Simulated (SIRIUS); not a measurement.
Sb in SIRIUS: convergence with gk cutoff

Crystal: Sb.

```xyz
1
Lattice="3.1600 0.0000 0.0000 0.0000 3.1600 0.0000 0.0000 0.0000 3.1600" Properties=species:S:1:pos:R:3 pbc="T T T"
Sb    0.0000    0.0000    0.0000
```

This isn't the form of Sb at room conditions, which is rhombohedral.

| Quantity | Value |
| --- | --- |
| Program | SIRIUS 7.12.0 |
| Task | convergence study |
| Functional | PBE |
| Potentials or basis | all-electron FP-LAPW |
| Cutoff | 45 eV |
| Basis | apw+lo standard |
| k mesh | 8 × 8 × 8 |
| Occupations | fermi-dirac, width 0.05 eV |
| Spin | no spin polarisation |

These are the settings of the first run; the series varies gk cutoff, with any setting tied to it.

Hardware: 1 thread of Intel(R) Xeon(R) Platinum 8488C (Sapphire Rapids) (shared host).

| gk cutoff | energy less the tightest run, at zero smearing (meV/atom) | SCF cycles | CPU time (s) | peak memory (GiB) |
| --- | --- | --- | --- | --- |
| 1.82 1/bohr | 3198.04 | 7 | 32 | 0.3 |
| 2.15 1/bohr | 1456.95 | 7 | 33 | 0.31 |
| 2.48 1/bohr | 595.47 | 7 | 26 | 0.31 |
| 2.81 1/bohr | 218.75 | 7 | 30 | 0.32 |
| 3.14 1/bohr | 68.42 | 7 | 35 | 0.33 |
| 3.47 1/bohr | 16.66 | 7 | 35 | 0.34 |
| 3.8 1/bohr | 0.00 | 7 | 39 | 0.38 |

Not settled before the last step: the energy (to 1 meV/atom). The tightest run that finished is the yardstick and may itself not be fully converged.

The run has no spin-orbit coupling, so splittings on Sb are missing.
